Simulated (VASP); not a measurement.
# Sb in VASP: further runs, part 2 of 2

VASP 6.6.1.

## (3) Relaxation of the atoms, PBE+D3(BJ)

Contents of INCAR:

```
SYSTEM = Sb
PREC     = Accurate       ! precision mode
ENCUT    = 520            ! plane-wave cutoff, eV
EDIFF    = 1E-6           ! SCF threshold, eV
ISMEAR   = 1              ! smearing method
SIGMA    = 0.1            ! smearing width, eV
LREAL    = .False.        ! projectors in reciprocal space
LASPH    = .True.         ! aspherical terms in the spheres
NELM     = 80             ! most SCF steps
ALGO     = Normal         ! electronic algorithm
ISIF     = 2              ! what is computed and relaxed
LWAVE    = .False.        ! write WAVECAR
LCHARG   = .False.        ! write CHGCAR
LDIPOL   = .True.       
IDIPOL   = 3            
DIPOL    = 0.5 0.5 0.500
GGA      = PE             ! functional
IVDW     = 12             ! dispersion correction
IBRION   = 2              ! ionic algorithm
NSW      = 80             ! ionic steps
EDIFFG   = -0.02          ! ionic threshold
KPAR     = 2
```

Contents of KPOINTS:

```
Automatic mesh
0
Gamma
  9 9 1
  0 0 0
```

Contents of POSCAR:

```
Sb
1.0
    4.3223837000      0.0000000000      0.0000000000
   -2.1611921500      3.7432942600      0.0000000000
    0.0000000000      0.0000000000     27.5545640400
Sb
8
Direct
    0.3333332200      0.6666666100      0.2721872100
    0.6666665100      0.3333332600      0.3283678200
    0.9999998000      0.9999999000      0.4053355400
    0.3333330900      0.6666665500      0.4615161400
    0.6666663700      0.3333331900      0.5384838600
    0.9999996700      0.9999998300      0.5946644600
    0.3333329500      0.6666664800      0.6716321800
    0.6666662500      0.3333331200      0.7278127900
```

Potentials or basis: VASP PAW PBE potentials, release 64 (Sb).

Run with:

```
$ cat potpaw_PBE.64/Sb/POTCAR > POTCAR
$ mpirun -np 2 vasp_std > vasp.out
```

OUTCAR:

```text
SYSTEM = Sb
   PREC = Accurate
   ENCUT = 520
   EDIFF = 1E-6
   ISMEAR = 1
   LREAL = .False.
   LASPH = .True.
   NELM = 80
   ISIF = 2
   GGA = PE
   IVDW = 12
   IBRION = 2
   NSW = 80
   EDIFFG = -0.02
 IVDW          = 12

 ion  position               nearest neighbor table
   1  0.333  0.667  0.272-   2 2.94   2 2.94   2 2.94
   2  0.667  0.333  0.328-   1 2.94   1 2.94   1 2.94   3 3.27   3 3.27   3 3.27
   3  1.000  1.000  0.405-   4 2.94   4 2.94   4 2.94   2 3.27   2 3.27   2 3.27
   4  0.333  0.667  0.462-   3 2.94   3 2.94   3 2.94   5 3.27   5 3.27   5 3.27
   5  0.667  0.333  0.538-   6 2.94   6 2.94   6 2.94   4 3.27   4 3.27   4 3.27
   6  1.000  1.000  0.595-   5 2.94   5 2.94   5 2.94   7 3.27   7 3.27   7 3.27
   7  0.333  0.667  0.672-   8 2.94   8 2.94   8 2.94   6 3.27   6 3.27   6 3.27
   8  0.667  0.333  0.728-   7 2.94   7 2.94   7 2.94

  LATTYP: Found a hexagonal cell.
 ALAT       =     4.3223837000
 C/A-ratio  =     6.3748537734

  Lattice vectors:

 A1 = (   4.3223837000,   0.0000000000,   0.0000000000)
 A2 = (  -2.1611921500,   3.7432942600,   0.0000000000)
 A3 = (   0.0000000000,   0.0000000000,  27.5545640400)

Analysis of symmetry for initial positions (statically):
[... 359 lines left out ...]

 number of electron      40.0000000 magnetization

 dipolmoment           0.000000      0.000000      0.000000 electrons x Angstroem

------------------------ aborting loop because EDIFF is reached ----------------------------------------

 Edisp (eV)   -3.19495

 E8    (eV) :    -1.5219
[... 37 lines left out ...]
--------------------------------------- Ionic step       12  -------------------------------------------

 number of electron      40.0000000 magnetization

 dipolmoment           0.000000      0.000000     -0.000000 electrons x Angstroem

 Free energy of the ion-electron system (eV)
  ---------------------------------------------------
  ext. energy  EPLUGINS =         0.00000000
  ---------------------------------------------------
  free energy    TOTEN  =       -32.74646020 eV

  energy without entropy =      -32.74586410  energy(sigma->0) =      -32.74626150

 E-fermi :   2.0160     XC(G=0):  -5.7212

 val. band max:        1.9730098214   @ k =   0.1111   0.0000   0.0000
 cond. band min:       2.0983386686   @ k =   0.4444   0.0000   0.0000
 fundamental gap:      0.1253288472
 Fermi energy:         2.0160217127

 k-point     1 :       0.0000    0.0000    0.0000
  band No.  band energies     occupation
      1     -10.5658      2.00000
      2     -10.1645      2.00000
      3      -9.6477      2.00000
      4      -9.1766      2.00000
      5      -6.5625      2.00000
      6      -5.4950      2.00000
[... 325 lines left out ...]
     24       4.0253      0.00000
     25       4.5190      0.00000

------------------------ aborting loop because EDIFF is reached ----------------------------------------

 vacuum level on the upper side and lower side of the slab       (xc-potential included)        -0.144        -0.144

 Edisp (eV)   -3.19291

 E8    (eV) :    -1.5209

  FORCE on cell =-STRESS in cart. coord.  units (eV):
  Direction    XX          YY          ZZ          XY          YZ          ZX
  --------------------------------------------------------------------------------------
  -------------------------------------------------------------------------------------
  Total      -2.09463    -2.09463    -0.01881     0.00000    -0.00000    -0.00000
  in kB      -7.52744    -7.52744    -0.06759     0.00000    -0.00000    -0.00000
  external pressure =       -5.04 kB  Pullay stress =        0.00 kB
[... 23 lines left out ...]
  FREE ENERGIE OF THE ION-ELECTRON SYSTEM (eV)
  ---------------------------------------------------
  free  energy   TOTEN  =       -35.9393657709 eV

  energy  without entropy=      -35.9387696722  energy(sigma->0) =      -35.93916707

 reached required accuracy - stopping structural energy minimisation

 vacuum level on the upper side and lower side of the slab         6.076         6.076
```

OSZICAR:

```text
N       E                     dE             d eps       ncg     rms          rms(c)
DAV:   1     0.248898551820E+03    0.24890E+03   -0.12588E+04   600   0.118E+03
DAV:   2    -0.847986287431E+01   -0.25738E+03   -0.25421E+03   870   0.190E+02
DAV:   3    -0.319133746756E+02   -0.23434E+02   -0.23236E+02   741   0.643E+01
[... 94 lines left out ...]
DAV:   1    -0.327463288007E+02   -0.21453E-02   -0.28387E-02   602   0.790E-01    0.399E-02
DAV:   2    -0.327464746438E+02   -0.14584E-03   -0.18222E-03   723   0.163E-01    0.181E-02
DAV:   3    -0.327464620037E+02    0.12640E-04   -0.19127E-04   789   0.648E-02    0.119E-02
DAV:   4    -0.327464609341E+02    0.10696E-05   -0.23776E-05   766   0.255E-02    0.639E-03
DAV:   5    -0.327464602014E+02    0.73267E-06   -0.52323E-06   711   0.107E-02
  12 F= -.35939366E+02 E0= -.35939167E+02  d E =-.229298E-03
```

CONTCAR:

```text
Sb
   1.00000000000000
     4.3223836999999996    0.0000000000000000    0.0000000000000000
    -2.1611921500000002    3.7432942599999999    0.0000000000000000
     0.0000000000000000    0.0000000000000000   27.5545640399999989
  Sb
     8
Direct
     0.3333332200000001    0.6666666100000000    0.2697830405961898
     0.6666665099999989    0.3333332600000034    0.3256899560431097
     0.9999997999999977    0.9999998999999988    0.4053476224571124
     0.3333330899999964    0.6666665500000022    0.4606956248402029
     0.6666663700000015    0.3333331899999976    0.5393043751597970
     0.9999996700000011    0.9999998300000001    0.5946523775428874
     0.3333329499999991    0.6666664800000035    0.6743100439568903
     0.6666662499999987    0.3333331199999989    0.7302169594038104

  0.00000000E+00  0.00000000E+00  0.00000000E+00
  0.00000000E+00  0.00000000E+00  0.00000000E+00
  0.00000000E+00  0.00000000E+00  0.00000000E+00
  0.00000000E+00  0.00000000E+00  0.00000000E+00
  0.00000000E+00  0.00000000E+00  0.00000000E+00
  0.00000000E+00  0.00000000E+00  0.00000000E+00
  0.00000000E+00  0.00000000E+00  0.00000000E+00
  0.00000000E+00  0.00000000E+00  0.00000000E+00
```

It took 4.4 min on 2 MPI ranks of AMD EPYC 9R45 (Zen 5), shared host; peak memory 0.56 GiB.

Results:

```yaml
Free_energy: -35.9394 eV
Energy_gained_by_relaxing: 1.2 meV/atom
Ionic_steps: 12
Largest_force_after_relaxing: 0.015 eV/Å
Band_gap_on_the_k_mesh: none (metal or under the smearing width)
Dispersion_energy_per_atom: -0.399 eV
```

Forces in eV/Å, atoms in the order of the input:
```
Sb   0.000  0.000 -0.009
Sb   0.000  0.000  0.015
Sb   0.000  0.000 -0.014
Sb   0.000  0.000  0.012
Sb   0.000  0.000 -0.012
Sb   0.000  0.000  0.014
Sb   0.000  0.000 -0.015
Sb   0.000  0.000  0.009
```

The path:
```tsv
step	energy change (eV)	largest force (eV/Å)	pressure (GPa)
1	0.0000	0.1793	-0.44
2	-0.0042	0.0904	-0.39
3	-0.0055	0.0430	-0.33
4	-0.0055	0.0450	-0.33
5	-0.0059	0.0408	-0.34
6	-0.0069	0.0276	-0.36
7	-0.0072	0.0404	-0.41
8	-0.0073	0.0264	-0.40
9	-0.0078	0.0238	-0.40
10	-0.0087	0.0269	-0.43
11	-0.0093	0.0340	-0.47
12	-0.0095	0.0146	-0.50
```

Final structure:
```
Sb
1.0
     4.32238    0.00000    0.00000
    -2.16119    3.74329    0.00000
     0.00000    0.00000   27.55456
Sb
8
Cartesian
  0.0000 2.4955 7.4338
  2.1612 1.2478 8.9742
  2.1612 3.7433 11.1692
  0.0000 2.4955 12.6943
  2.1612 1.2478 14.8603
  2.1612 3.7433 16.3854
  0.0000 2.4955 18.5803
  2.1612 1.2478 20.1208
```

## (4) Single point, PBE+D3(BJ)

Contents of INCAR:

```
SYSTEM = Sb
ALGO = Normal
DIPOL = 0.5 0.5 0.500
EDIFF = 1E-6
ENCUT = 520
GGA = PE
ICORELEVEL = 1
IDIPOL = 3
ISIF = 2
ISMEAR = 1
IVDW = 12
KPAR = 2
LASPH = .TRUE.
LCHARG = .FALSE.
LDIPOL = .TRUE.
LREAL = .FALSE.
LVACPOTAV = .TRUE.
LVHAR = .TRUE.
LWAVE = .FALSE.
NELM = 80
PREC = Accurate
SIGMA = 0.1
```

Contents of KPOINTS:

```
k-points
0
G
  9 9 1
  0 0 0
```

Contents of POSCAR:

```
Sb                                      
1.0
    4.3223837000      0.0000000000      0.0000000000
   -2.1611921500      3.7432942600      0.0000000000
    0.0000000000      0.0000000000     27.5545640400
  Sb            
     8
Direct
     0.3333332200000001    0.6666666100000000    0.2697830405961898
     0.6666665099999989    0.3333332600000034    0.3256899560431097
     0.9999997999999977    0.9999998999999988    0.4053476224571124
     0.3333330899999964    0.6666665500000022    0.4606956248402029
     0.6666663700000015    0.3333331899999976    0.5393043751597970
     0.9999996700000011    0.9999998300000001    0.5946523775428874
     0.3333329499999991    0.6666664800000035    0.6743100439568903
     0.6666662499999987    0.3333331199999989    0.7302169594038104
```

Run with:

```
$ cat potpaw_PBE.64/Sb/POTCAR > POTCAR
$ mpirun -np 2 vasp_std > vasp.out
```

Wall time 62 s (2 MPI ranks of AMD EPYC 9R45 (Zen 5), shared host); peak memory 0.51 GiB.

The run converged. Its results:

```
Free energy                     : -35.9394 eV
Largest force                   : 0.014 eV/Å
Band gap on the k mesh          : none (metal or under the smearing width)
Dispersion energy per atom      : -0.399 eV
Work function of the upper face : 4.20 eV
Work function of the lower face : 4.20 eV
```

Forces on the atoms (eV/Å):
```
Sb   0.000  0.000 -0.008
Sb   0.000  0.000  0.014
Sb   0.000  0.000 -0.014
Sb   0.000  0.000  0.012
Sb   0.000  0.000 -0.012
Sb   0.000  0.000  0.014
Sb   0.000  0.000 -0.014
Sb   0.000  0.000  0.008
```

Levels at points of the mesh, in eV from the Fermi level:
| k point | band 18 | band 19 | band 20 | band 21 | band 22 | band 23 |
| --- | --- | --- | --- | --- | --- | --- |
| (0.00, 0.00, 0.00) | -1.12 | -0.66 | -0.23 | -0.21 | 0.35 | 0.35 |

Core levels (eV, on the scale of the bands):
| atom | levels |
| --- | --- |
| 1 Sb | 1s -30291.7, 2s -4603.6, 2p -4131.7, 3s -897.3, 3p -743.5, 3d -509.1, 4s -142.3, 4p -95.2, 4d -27.0 |
| 2 Sb | 1s -30291.8, 2s -4603.7, 2p -4131.8, 3s -897.4, 3p -743.7, 3d -509.3, 4s -142.5, 4p -95.4, 4d -27.2 |
| 3 Sb | 1s -30291.7, 2s -4603.7, 2p -4131.8, 3s -897.4, 3p -743.6, 3d -509.2, 4s -142.4, 4p -95.4, 4d -27.2 |
| 4 Sb | 1s -30291.8, 2s -4603.7, 2p -4131.8, 3s -897.4, 3p -743.6, 3d -509.2, 4s -142.4, 4p -95.4, 4d -27.2 |
| 5 Sb | 1s -30291.8, 2s -4603.7, 2p -4131.8, 3s -897.4, 3p -743.6, 3d -509.2, 4s -142.4, 4p -95.4, 4d -27.2 |
| 6 Sb | 1s -30291.7, 2s -4603.7, 2p -4131.8, 3s -897.4, 3p -743.6, 3d -509.2, 4s -142.4, 4p -95.4, 4d -27.2 |

Spin-orbit coupling is left out, which matters for the levels of Sb.
